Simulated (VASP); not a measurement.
Here is a VASP 6.6.1 calculation.

File INCAR:

```
  ALGO = Normal
  EDIFF = 1E-7
  ENCUT = 520
  GGA = PE
  ISIF = 2
  ISMEAR = 0
  LASPH = T
  LCHARG = T
  LELF = T
  LREAL = F
  LVHAR = T
  LWAVE = F
  NBANDS = 14
  NELM = 100
  PREC = Accurate
  SIGMA = 0.01
```

File KPOINTS:

```
k-points
0
Gamma
  6 6 6
```

File POSCAR:

```
NaCl
1.0
    3.4595458649      0.0000000000      0.0000000000
    0.0000000000      3.4595458649      0.0000000000
    0.0000000000      0.0000000000      3.4595458649
Na Cl
1 1
Direct
    0.0000000000      0.0000000000      0.0000000000
    0.5000000000      0.5000000000      0.5000000000
```

Potentials or basis: VASP PAW PBE potentials, release 64 (Na_pv, Cl).

The run is started by

```console
$ cat potpaw_PBE.64/Na_pv/POTCAR potpaw_PBE.64/Cl/POTCAR > POTCAR
$ mpirun -np 1 vasp_std > vasp.out
```

**Question.** Estimate the band gap on the k mesh.

**Answer.** 4.10 eV, indirect (least direct gap 4.63 eV).

**Question.** What does it give for the pressure?

**Answer.** 1.1 GPa.

A k mesh can miss the band edges. A hybrid or GW would open this gap; PBE tends to underestimate it.
